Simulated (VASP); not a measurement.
# P (P2/m) in VASP: notebook

One crystal, P, is run at these levels: PBE; tasks: single point.

Program: VASP 6.6.1. These are calculated values, not measurements. Logs are shortened: lines on timing, memory, paths and dates and some standing lists are left out, and cuts for length are marked.

## (1) The crystal as given

Symmetry: P2/m, No. 10, monoclinic system. Conventional cell: a = 2.425 Å, b = 2.439 Å, c = 4.852 Å, α = 90.00°, β = 90.24°, γ = 90.00°. Around P (site symmetry m) lie 6 P at 2.42 to 2.44 Å.

This isn't the form of P at room conditions, which is orthorhombic.

## (2) Single point, PBE

The input, INCAR:

```
PREC = Accurate
ENCUT = 520
EDIFF = 1E-6
ISMEAR = 0
SIGMA = 0.1
LREAL = False
LASPH = True
NELM = 100
ALGO = Normal
ISIF = 2
LWAVE = False
LCHARG = False
GGA = PE
ADDGRID = False
```

The input, KPOINTS:

```
regular mesh
0
Gamma
  10 10 5
```

The input, POSCAR:

```
P
1.0
    2.4246941115      0.0000000000      0.0000000000
    0.0000000000      2.4385351442      0.0000000000
   -0.0203144631      0.0000000000      4.8524328982
P
2
Direct
   -0.0009640000     -0.0137570000      0.7520410000
    1.0088450000      0.0001830000      0.2407300000
```

Potentials or basis: VASP PAW PBE potentials, release 64 (P).

Launch:

```console
$ cat potpaw_PBE.64/P/POTCAR > POTCAR
$ mpirun -np 1 vasp_std > vasp.out
```

OUTCAR:

```text
PREC = Accurate
   ENCUT = 520
   EDIFF = 1E-6
   ISMEAR = 0
   LREAL = False
   LASPH = True
   NELM = 100
   ISIF = 2
   GGA = PE

 Found    252 irreducible k-points:

 Following reciprocal coordinates:
            Coordinates               Weight
  0.000000  0.000000  0.000000      1.000000
  0.100000  0.000000 -0.000000      2.000000
  0.200000  0.000000 -0.000000      2.000000
  0.300000  0.000000 -0.000000      2.000000
  0.400000  0.000000  0.000000      2.000000
  0.500000  0.000000 -0.000000      1.000000
   k-points           NKPTS =    252   k-points in BZ     NKDIM =    252   number of bands    NBANDS=      9
   number of dos      NEDOS =    301   number of ions     NIONS =      2
   total plane-waves  NPLWV =  11664
   dimension x,y,z NGX =    18 NGY =   18 NGZ =   36
   dimension x,y,z NGXF=    36 NGYF=   36 NGZF=   72
   ions per type =               2
   NGX,Y,Z   is equivalent  to a cutoff of  12.34, 12.27, 12.33 a.u.
   NGXF,Y,Z  is equivalent  to a cutoff of  24.68, 24.54, 24.67 a.u.
 SYSTEM =  unknown system
   PREC   = accura    normal or accurate (medium, high low for compatibility)
   ISTART =      0    job   : 0-new  1-cont  2-samecut
   ICHARG =      2    charge: 1-file 2-atom 10-const
   ISPIN  =      1    spin polarized calculation?
   LNONCOLLINEAR =      F non collinear calculations
   LSORBIT =      F    spin-orbit coupling
   LASPH  =      T    aspherical Exc in radial PAW
   ENCUT  =  520.0 eV  38.22 Ry    6.18 a.u.   4.51  4.53  9.02*2*pi/ulx,y,z
   NELM   =    100;   NELMIN=  2; NELMDL= -5     # of ELM steps
   EDIFF  = 0.1E-05   stopping-criterion for ELM
   LREAL  =      F    real-space projection
   EDIFFG = 0.1E-04   stopping-criterion for IOM
   NSW    =      0    number of steps for IOM
   IBRION =     -1    ionic relax: 0-MD 1-quasi-New 2-CG
   NFREE  =      0    steps in history (QN), initial steepest desc. (CG)
   ISIF   =      2    stress and relaxation
   ISYM   =      2    0-nonsym 1-usesym 2-fastsym
   POTIM  = 0.5000    time-step for ionic-motion
   TEBEG  =    0.0;   TEEND  =   0.0 temperature during run
   PSTRESS=    0.0 pullay stress
   NELECT =      10.0000    total number of electrons
   NUPDOWN=      -1.0000    fix difference up-down
   EMIN   =  10.00;   EMAX   =-10.00  energy-range for DOS
   EFERMI =   0.00;   METHOD = LEGACY
   ISMEAR =     0;   SIGMA  =   0.10  broadening in eV -4-tet -1-fermi 0-gaus
   EFERMI_NEDOS =   21; number of points for ismear=-14 and -15
   IALGO  =     38    algorithm
   IMIX   =      4    mixing-type and parameters
     AMIX     =   0.40;   BMIX     =  1.00
     AMIX_MAG =   1.60;   BMIX_MAG =  1.00
  volume/ion in A,a.u.               =      14.35        96.81
  Fermi-wavevector in a.u.,A,eV,Ry     =   1.152107  2.177167 18.059715  1.327352
  Thomas-Fermi vector in A             =   2.288761
   LORBIT       =      0    0 simple, 1 ext, 2 COOP (PROOUT), +10 PAW based schemes
   GGA     = PE    functional components
   LHFCALC =     F    Hartree Fock is set to
   AEXX    =    0.0000 exact exchange contribution
   IVDW    =     0    specifies the selected vdW correction
   LEPSILON=     F    determine dielectric tensor
   LRPA    =     F    only Hartree local field effects (RPA)
 non-spin polarized calculation
 Gauss-broadening in eV      SIGMA  =   0.10
  energy-cutoff  :      520.00
  volume of cell :       28.69
 maximum number of plane-waves:       794
   NGX =  9   NGY =  9   NGZ = 19

 number of electron      10.0000000 magnetization

 Free energy of the ion-electron system (eV)
  ---------------------------------------------------
  ext. energy  EPLUGINS =         0.00000000
  ---------------------------------------------------
  free energy    TOTEN  =       -10.57802594 eV

  energy without entropy =      -10.57467503  energy(sigma->0) =      -10.57635049

 E-fermi :   9.9876     XC(G=0): -11.3401

 val. band max:        9.9798958625   @ k =   0.1000   0.2000   0.4000
 cond. band min:       9.9957557476   @ k =  -0.1000   0.2000   0.4000
 fundamental gap:      0.0158598851
 Fermi energy:         9.9875533222

 k-point     1 :       0.0000    0.0000    0.0000
  band No.  band energies     occupation
      1      -6.8094      2.00000
      2      -2.3634      2.00000
      3       1.0685      2.00000
      4      14.7960      0.00000
      5      15.0218      0.00000
      6      15.0479      0.00000
      7      16.5883      0.00000
      8      16.6599      0.00000
      9      17.7334      0.00000

 k-point     2 :       0.1000    0.0000   -0.0000
  band No.  band energies     occupation
      1      -6.5774      2.00000
      2      -2.1301      2.00000
      3       1.2785      2.00000
      4      12.0002      0.00000
      5      14.9774      0.00000
      6      15.1813      0.00000
      7      15.2985      0.00000
      8      16.7847      0.00000
      9      17.8993      0.00000

 k-point     3 :       0.2000    0.0000   -0.0000
  band No.  band energies     occupation
      1      -5.8885      2.00000
      2      -1.4353      2.00000
      3       1.8940      2.00000
      4       8.4343      2.00000
      5      11.9841      0.00000
      6      15.5142      0.00000
      7      15.7477      0.00000
      8      17.2920      0.00000
      9      17.6609      0.00000

 k-point     4 :       0.3000    0.0000   -0.0000
  band No.  band energies     occupation
      1      -4.7732      2.00000
      2      -0.2971      2.00000
      3       2.8531      2.00000
      4       5.1886      2.00000
      5       8.8989      2.00000
      6      14.3449      0.00000
      7      16.3357      0.00000
      8      16.5758      0.00000
      9      18.0904      0.00000

 k-point     5 :       0.4000    0.0000    0.0000
  band No.  band energies     occupation
      1      -3.3503      2.00000
      2       1.2198      2.00000
      3       2.4626      2.00000
      4       3.9573      2.00000
      5       6.1839      2.00000
      6      11.8375      0.00000
      7      17.2455      0.00000
      8      17.4827      0.00000
      9      18.8718      0.00000

 k-point     6 :       0.5000    0.0000   -0.0000
  band No.  band energies     occupation
      1      -2.3743      2.00000
      2       1.0502      2.00000
      3       2.4701      2.00000
      4       4.5041      2.00000
      5       4.5762      2.00000
      6      10.7734      0.00000
      7      17.7110      0.00000
      8      17.9480      0.00000
      9      19.2293      0.00000

 [... further k-points ...]

------------------------ aborting loop because EDIFF is reached ----------------------------------------

  FORCE on cell =-STRESS in cart. coord.  units (eV):
  Direction    XX          YY          ZZ          XY          YZ          ZX
  --------------------------------------------------------------------------------------
  -------------------------------------------------------------------------------------
  Total        0.3742041      0.1535324      0.5113410      0.0015673     -0.0036435      0.0517567
  in kB       20.8965014      8.5736389     28.5545760      0.0875245     -0.2034649      2.8902224
  external PRESSURE =      19.3415721 kB  Pullay stress =       0.0000000 kB

 VOLUME and BASIS-vectors are now :
 -----------------------------------------------------------------------------
  energy-cutoff  :      520.00
  volume of cell :       28.69
      direct lattice vectors                 reciprocal lattice vectors
     2.424694112  0.000000000  0.000000000     0.412423157  0.000000000  0.001726589
     0.000000000  2.438535144  0.000000000     0.000000000  0.410082259  0.000000000
    -0.020314463  0.000000000  4.852432898     0.000000000  0.000000000  0.206082190

 POSITION                                       TOTAL-FORCE (eV/Angst)
 -----------------------------------------------------------------------------------
      2.40708      2.40499      3.64923         0.040270      0.054787     -0.071031
      0.01656      0.00045      1.16813        -0.040270     -0.054787      0.071031
 -----------------------------------------------------------------------------------
    total drift:                               -0.000001      0.000000     -0.000001

  FREE ENERGIE OF THE ION-ELECTRON SYSTEM (eV)
  ---------------------------------------------------
  free  energy   TOTEN  =       -10.5780259369 eV

  energy  without entropy=      -10.5746750331  energy(sigma->0) =      -10.57635049
```

OSZICAR:

```text
N       E                     dE             d eps       ncg     rms          rms(c)
DAV:   1     0.188057574219E+02    0.18806E+02   -0.46013E+03  4544   0.959E+02
DAV:   2    -0.981934466979E+01   -0.28625E+02   -0.27567E+02  6901   0.118E+02
DAV:   3    -0.105699951239E+02   -0.75065E+00   -0.74693E+00  6009   0.209E+01
DAV:   4    -0.105746977809E+02   -0.47027E-02   -0.46994E-02  6524   0.163E+00
DAV:   5    -0.105747145777E+02   -0.16797E-04   -0.16795E-04  5921   0.747E-02    0.671E+00
DAV:   6    -0.105756359584E+02   -0.92138E-03   -0.47654E-03  5630   0.538E-01    0.401E+00
DAV:   7    -0.105777980121E+02   -0.21621E-02   -0.51450E-03  4857   0.777E-01    0.157E-01
DAV:   8    -0.105779197680E+02   -0.12176E-03   -0.40156E-04  5557   0.159E-01    0.795E-02
DAV:   9    -0.105780217506E+02   -0.10198E-03   -0.10054E-04  4924   0.981E-02    0.277E-02
DAV:  10    -0.105780256465E+02   -0.38959E-05   -0.33252E-06  6233   0.171E-02    0.806E-03
DAV:  11    -0.105780259369E+02   -0.29043E-06   -0.63271E-07  3827   0.711E-03
   1 F= -.10578026E+02 E0= -.10576350E+02  d E =-.335090E-02
```

stdout:

```text
POSCAR found type information on POSCAR P
 POSCAR found :  1 types and       2 ions
 scaLAPACK will be used
 LDA part: xc-table for (Slater+PW92), standard interpolation
 POSCAR, INCAR and KPOINTS ok, starting setup
 FFT: planning ... GRIDC
 FFT: planning ... GRID_SOFT
 FFT: planning ... GRID
 WAVECAR not read
 entering main loop
```

Wall time 42 s (1 thread of Intel Xeon Platinum 8259CL at 2.50GHz (Skylake/Cascade Lake), shared host); peak memory 0.17 GiB.

The run converged, but some of its settings lie outside the range that counts as converged, so its numbers aren't taken as properties of the crystal.

What came out:

```yaml
Free_energy: -10.5780 eV
Pressure: 1.9 GPa
Largest_force: 0.098 eV/Å
Band_gap_on_the_k_mesh: none (metal or under the smearing width)
```

## (3) Single point, PBE

INCAR: that of step 2 with these lines changed.

```diff
@@ -1,3 +1,3 @@
 PREC = Accurate
-ENCUT = 520
+ENCUT = 280
 EDIFF = 1E-6
```

The input, KPOINTS:

```
regular mesh
0
Gamma
  14 14 7
```

The input, POSCAR:

```
P
1.0
    2.4246941115      0.0000000000      0.0000000000
    0.0000000000      2.4385351442      0.0000000000
   -0.0203144631      0.0000000000      4.8524328982
P
2
Direct
    0.0000000300      0.0000000000      0.7494253600
    0.9999999700      0.0000000000      0.2505746400
```

Potentials or basis: VASP PAW PBE potentials, release 64 (P).

Launch:

```console
$ cat potpaw_PBE.64/P/POTCAR > POTCAR
$ mpirun -np 1 vasp_std > vasp.out
```

Wall time 30 s (1 thread of Intel Xeon Platinum 8259CL at 2.50GHz (Skylake/Cascade Lake), shared host); peak memory 0.14 GiB.

The run converged, but some of its settings lie outside the range that counts as converged, so its numbers aren't taken as properties of the crystal.

What came out:

```yaml
Free_energy: -10.5293 eV
Largest_force: 0.004 eV/Å
Band_gap_on_the_k_mesh: none (metal or under the smearing width)
```

Caveat: the cutoff is under 1.25 times the usual one of these potentials, so pressure, stress and relaxed cells hold a basis-set (Pulay) error.

## (4) Single point, PBE

INCAR is that of step 3.

KPOINTS is that of step 3.

The input, POSCAR:

```
P
1.0
    2.4246941115      0.0000000000      0.0000000000
    0.0000000000      2.4385351442      0.0000000000
   -0.0203144631      0.0000000000      4.8524328982
P
2
Direct
   -0.0009640000     -0.0137570000      0.7520410000
    1.0088450000      0.0001830000      0.2407300000
```

Launch:

```console
$ cat potpaw_PBE.64/P/POTCAR > POTCAR
$ mpirun -np 1 vasp_std > vasp.out
```

Wall time 84 s (1 thread of Intel Xeon Platinum 8259CL at 2.50GHz (Skylake/Cascade Lake), shared host); peak memory 0.16 GiB.

The run converged, but some of its settings lie outside the range that counts as converged, so its numbers aren't taken as properties of the crystal.

Results:

```yaml
Free_energy: -10.5282 eV
Largest_force: 0.069 eV/Å
Band_gap_on_the_k_mesh: none (metal or under the smearing width)
```

Caveat: the cutoff is under 1.25 times the usual one of these potentials, so pressure, stress and relaxed cells hold a basis-set (Pulay) error.

## (5) Single point, PBE

INCAR: that of step 4 with these lines changed.

```diff
@@ -1,3 +1,3 @@
 PREC = Accurate
-ENCUT = 280
+ENCUT = 650
 EDIFF = 1E-6
```

The input, KPOINTS:

```
regular mesh
0
Gamma
  10 10 5
```

The input, POSCAR:

```
P
1.0
    2.4246941115      0.0000000000      0.0000000000
    0.0000000000      2.4385351442      0.0000000000
   -0.0203144631      0.0000000000      4.8524328982
P
2
Direct
    0.0000000300      0.0000000000      0.7494253600
    0.9999999700      0.0000000000      0.2505746400
```

Potentials or basis: VASP PAW PBE potentials, release 64 (P).

Launch:

```console
$ cat potpaw_PBE.64/P/POTCAR > POTCAR
$ mpirun -np 1 vasp_std > vasp.out
```

OUTCAR:

```text
PREC = Accurate
   ENCUT = 650
   EDIFF = 1E-6
   ISMEAR = 0
   LREAL = False
   LASPH = True
   NELM = 100
   ISIF = 2
   GGA = PE

 Found    156 irreducible k-points:

 Following reciprocal coordinates:
            Coordinates               Weight
  0.000000  0.000000  0.000000      1.000000
  0.100000  0.000000 -0.000000      2.000000
  0.200000  0.000000 -0.000000      2.000000
  0.300000  0.000000 -0.000000      2.000000
  0.400000  0.000000  0.000000      2.000000
[... 150 lines left out ...]

  FORCE on cell =-STRESS in cart. coord.  units (eV):
  Direction    XX          YY          ZZ          XY          YZ          ZX
  --------------------------------------------------------------------------------------
  -------------------------------------------------------------------------------------
  Total        0.3900704      0.1611531      0.3732123      0.0000000      0.0000000      0.0437888
  in kB       21.7825163      8.9991975     20.8411161      0.0000000      0.0000000      2.4452792
  external PRESSURE =      17.2076100 kB  Pullay stress =       0.0000000 kB

 VOLUME and BASIS-vectors are now :
 -----------------------------------------------------------------------------
  energy-cutoff  :      650.00
  volume of cell :       28.69
      direct lattice vectors                 reciprocal lattice vectors
     2.424694112  0.000000000  0.000000000     0.412423157  0.000000000  0.001726589
     0.000000000  2.438535144  0.000000000     0.000000000  0.410082259  0.000000000
    -0.020314463  0.000000000  4.852432898     0.000000000  0.000000000  0.206082190

 POSITION                                       TOTAL-FORCE (eV/Angst)
 -----------------------------------------------------------------------------------
     -0.01522      0.00000      3.63654        -0.000045      0.000000      0.004574
      2.41960      0.00000      1.21590         0.000045      0.000000     -0.004574
 -----------------------------------------------------------------------------------
    total drift:                                0.000000     -0.000000     -0.000000

  FREE ENERGIE OF THE ION-ELECTRON SYSTEM (eV)
  ---------------------------------------------------
  free  energy   TOTEN  =       -10.5815966475 eV

  energy  without entropy=      -10.5780764391  energy(sigma->0) =      -10.57983654
```

OSZICAR:

```text
N       E                     dE             d eps       ncg     rms          rms(c)
DAV:   1     0.233760735352E+02    0.23376E+02   -0.53239E+03  2808   0.116E+03
DAV:   2    -0.960345691491E+01   -0.32980E+02   -0.31741E+02  4191   0.129E+02
DAV:   3    -0.105706890340E+02   -0.96723E+00   -0.95686E+00  3752   0.239E+01
DAV:   4    -0.105768099635E+02   -0.61209E-02   -0.61186E-02  4187   0.189E+00
DAV:   5    -0.105768299166E+02   -0.19953E-04   -0.19953E-04  3704   0.881E-02    0.666E+00
DAV:   6    -0.105790499399E+02   -0.22200E-02   -0.11124E-03  3703   0.390E-01    0.395E+00
DAV:   7    -0.105813556597E+02   -0.23057E-02   -0.31261E-03  3082   0.653E-01    0.116E-01
DAV:   8    -0.105815694544E+02   -0.21379E-03   -0.14575E-04  3616   0.117E-01    0.279E-02
DAV:   9    -0.105815960268E+02   -0.26572E-04   -0.25184E-05  3289   0.486E-02    0.384E-03
DAV:  10    -0.105815966475E+02   -0.62069E-06   -0.53875E-07  2847   0.681E-03
   1 F= -.10581597E+02 E0= -.10579837E+02  d E =-.352021E-02
```

Wall time 29 s (1 thread of Intel Xeon Platinum 8259CL at 2.50GHz (Skylake/Cascade Lake), shared host); peak memory 0.17 GiB.

These settings aren't checked as converged: the numbers below hold their error.

Results:

- Free energy: -10.5816 eV
- Pressure: 1.7 GPa
- Largest force: 0.005 eV/Å
- Band gap on the k mesh: none (metal or under the smearing width)
